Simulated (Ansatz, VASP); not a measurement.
BaZrO3: VASP beside Ansatz

```
CELL_PARAMETERS angstrom
4.15925 0.00000 0.00000
0.00000 4.15925 0.00000
0.00000 0.00000 4.15925
ATOMIC_POSITIONS crystal
Ba 0.00000 0.00000 0.00000
Zr 0.50000 0.50000 0.50000
O 0.00000 0.50000 0.50000
O 0.50000 0.00000 0.50000
O 0.50000 0.50000 0.00000
```

Alike in both runs: task single point; functional PBE; k mesh 4 × 4 × 4; occupations gaussian, width 0.1 eV; no spin polarisation.

```csv
,VASP,Ansatz
version,VASP 6.6.1,Ansatz 0.2.0
potentials or method,"VASP PAW PBE potentials, release 64 (Ba_sv, Zr_sv, O)","scalar-relativistic, plane waves, PAW"
plane-wave cutoff (eV),520,420
valence electrons in the cell,40,40
```

|  | VASP | Ansatz | Ansatz less VASP |
| --- | --- | --- | --- |
| gap on the k mesh at the Fermi level (eV) | 3.23 | 3.29 | +0.054 |
| least direct gap on the mesh (eV) | 3.43 | 3.45 | +0.024 |
| pressure (GPa) | 9.3 | 8.1 | -1.16 |

With one functional, cell and mesh, what is left measures potentials, basis and numerics.

Caveats: spin-orbit coupling is left out, which moves the levels of the heavy elements. A k mesh can miss the band edges.
